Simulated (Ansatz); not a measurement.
# MoS2: the cost of one run

Method: DFT PBE without U, plane waves, PAW, in Ansatz 0.2.0.

### 1 Starting point

Symmetry: C2/m, No. 12, monoclinic system. The conventional cell has a = 6.296 Å, b = 3.860 Å, c = 4.439 Å, α = 90.00°, β = 90.04°, γ = 90.00°. Around Mo (site symmetry 2/m) lie 6 S at 2.35 to 2.60 Å. S (site symmetry m) is surrounded by 3 Mo at 2.35 to 2.60 Å.

Cell or atoms stand a little off a more symmetric structure (P-3m1 at a tolerance of 0.3 Å), so results at this geometry aren't those of that ideal crystal.

As a file:

```
CELL_PARAMETERS angstrom
3.14799 -1.92978 0.00000
3.14799 1.92978 0.00000
-0.00310 0.00000 4.43933
ATOMIC_POSITIONS crystal
Mo 0.00000 0.00000 0.00000
S 0.68790 0.68790 0.28890
S 0.31210 0.31210 0.71110
```

Magnetic order typed: ferromagnetic.

An earlier series on this cell reached its lowest free state from «random orbitals: single harmonics, first filling», perhaps among other starts.

### 2 Random orbitals: single harmonics, second filling

File input.yaml:

```yaml
crystal:
  lattice:
    - [3.14799252, -1.92978203, 0.0]
    - [3.14799252, 1.92978203, 0.0]
    - [-0.00309924, 0.0, 4.43932959]
  atoms:
    - { symbol: Mo, position: [0.0, 0.0, 0.0], spin: 0.3, spin_axis: [0.0, 0.0, 1.0] }
    - { symbol: S, position: [0.6879, 0.6879, 0.2889] }
    - { symbol: S, position: [0.3121, 0.3121, 0.7111] }
basis:
  ecutwfc: 420
  ecutrho_ratio: 4
kpoints:
  mp_grid: { grid: [6, 6, 4] }
hamiltonian:
  xc: pbe
  hubbard:
    sites:
      - { site: 0, l: d, u_eff: 0.0, starting_ns: [{ occupation_matrix: s0 }] }
    occupation_matrices:
      s0:
        spinor_matrix:
          - [[0.97, 0.0], [0.0, 0.0], [0.0, 0.0], [0.0, 0.0], [0.0, 0.0], [0.0, 0.0], [0.0, 0.0], [0.0, 0.0], [0.0, 0.0], [0.0, 0.0]]
          - [[0.0, 0.0], [0.02, 0.0], [0.0, 0.0], [0.0, 0.0], [0.0, 0.0], [0.0, 0.0], [0.0, 0.0], [0.0, 0.0], [0.0, 0.0], [0.0, 0.0]]
          - [[0.0, 0.0], [0.0, 0.0], [0.02, 0.0], [0.0, 0.0], [0.0, 0.0], [0.0, 0.0], [0.0, 0.0], [0.0, 0.0], [0.0, 0.0], [0.0, 0.0]]
          - [[0.0, 0.0], [0.0, 0.0], [0.0, 0.0], [0.02, 0.0], [0.0, 0.0], [0.0, 0.0], [0.0, 0.0], [0.0, 0.0], [0.0, 0.0], [0.0, 0.0]]
          - [[0.0, 0.0], [0.0, 0.0], [0.0, 0.0], [0.0, 0.0], [0.02, 0.0], [0.0, 0.0], [0.0, 0.0], [0.0, 0.0], [0.0, 0.0], [0.0, 0.0]]
          - [[0.0, 0.0], [0.0, 0.0], [0.0, 0.0], [0.0, 0.0], [0.0, 0.0], [0.02, 0.0], [0.0, 0.0], [0.0, 0.0], [0.0, 0.0], [0.0, 0.0]]
          - [[0.0, 0.0], [0.0, 0.0], [0.0, 0.0], [0.0, 0.0], [0.0, 0.0], [0.0, 0.0], [0.97, 0.0], [0.0, 0.0], [0.0, 0.0], [0.0, 0.0]]
          - [[0.0, 0.0], [0.0, 0.0], [0.0, 0.0], [0.0, 0.0], [0.0, 0.0], [0.0, 0.0], [0.0, 0.0], [0.02, 0.0], [0.0, 0.0], [0.0, 0.0]]
          - [[0.0, 0.0], [0.0, 0.0], [0.0, 0.0], [0.0, 0.0], [0.0, 0.0], [0.0, 0.0], [0.0, 0.0], [0.0, 0.0], [0.02, 0.0], [0.0, 0.0]]
          - [[0.0, 0.0], [0.0, 0.0], [0.0, 0.0], [0.0, 0.0], [0.0, 0.0], [0.0, 0.0], [0.0, 0.0], [0.0, 0.0], [0.0, 0.0], [0.02, 0.0]]
    ns_hold: until_converged
scf:
  occupations: { method: gaussian, width: 0.05 }
  lower_state_search: "off"
  max_iter: 150
output:
  forces: true
  stress: true
  eigenvalues: true
  populations: true
  hubbard: { sites: [{ site: 0, l: d }] }
magnetization:
  noncollinear: true
  spin_orbit: true
```

The typed matrices put 0.97 on the chosen orbitals and 0.02 on the others, and are held until the SCF converges, then released. This run includes spin–orbit coupling.

The run is started by

```sh
$ ansatz run input.yaml --threads 4 --pin off --max-ram 6144MiB --backend cpu --events-out ev --progress --plain --runs-dir out
```

**Question.** How long does this run take on 4 threads of Arm Neoverse V2, shared host, and how much memory does it need?

About 2.3 min, with a peak of 0.86 GiB.
